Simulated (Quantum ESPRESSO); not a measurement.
BeTe:

```
Te Be
1.0
     0.00000    2.77000    2.77000
     2.77000    0.00000    2.77000
     2.77000    2.77000    0.00000
Te Be
1 1
Direct
  0.75000 0.75000 0.75000
  0.00000 0.00000 0.00000
```

- Program: Quantum ESPRESSO 7.5
- Task: phonons and Raman activities
- Functional: PBEsol
- Potentials or basis: JTH 2.0 PBE
- Cutoff: 490 eV
- Density cutoff: 2939 eV
- k mesh: 4 × 4 × 4, shifted
- Occupations: fermi-dirac, width 0.05 eV
- Spin: no spin polarisation
- Mixing beta: 0.5
- Most SCF iterations: 120
- SCF threshold: 4e-10 Ry

The cell and the atoms were relaxed first, to 21.98 Å³/atom (a = 3.961 Å, b = 3.961 Å, c = 3.961 Å, α = 60.00°, β = 60.00°, γ = 60.00°), and the response was taken there.

The first run showed a gap, so the response started from a second, tighter run with fixed occupations.

How polar is the lattice: what are the Born charges, the two dielectric constants and the LO-TO splitting?

Born charges ±1.33 e; dielectric constants 7.68 (electrons alone) and 8.73 (static); transverse and longitudinal modes at 475 and 506 cm⁻¹.

Caveat: the k mesh is coarse; the potentials were made for another functional, which shifts forces and pressure; the cutoff is low for these files, which shifts pressure and relaxed volume.
